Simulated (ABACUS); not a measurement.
Ge:

```
Ge
1.0
     0.00000    2.82891    2.82891
     2.82891    0.00000    2.82891
     2.82891    2.82891    0.00000
Ge
2
Cartesian
  4.2434 4.2434 4.2434
  2.8289 2.8289 2.8289
```

Base run:

- Program: ABACUS 3.10.1
- Functional: PBE
- Potentials or basis: PseudoDojo NC SR 0.4.1 PBE standard
- Cutoff: 1075 eV
- Density cutoff: 4299 eV
- Basis: plane waves
- k mesh: 8 × 8 × 8
- Occupations: fermi-dirac, width 0.05 eV
- Spin: no spin polarisation

Its results: band gap on the k mesh none (metal or under the smearing width); pressure 3.7 GPa.

Problem. The run is repeated on the same cell with these changes: cutoff from 1075 eV to 1361 eV; density cutoff from 4299 eV to 5442 eV; basis from plane waves to DZP LCAO (the cutoffs set its grid). What comes out?

Solution. Band gap on the k mesh 0.16 eV, direct; pressure 4.6 GPa.

Caveats: this crystal is a semiconductor, whose small gap the functional closes, so the metal is an error of the method (some runs); the atomic orbitals were generated for these runs and aren't a published set (some runs); the basis of atomic orbitals isn't converged, which shifts pressures, moduli and gaps (some runs).

A k mesh can miss the band edges.

Not every run made on this cell is shown here.
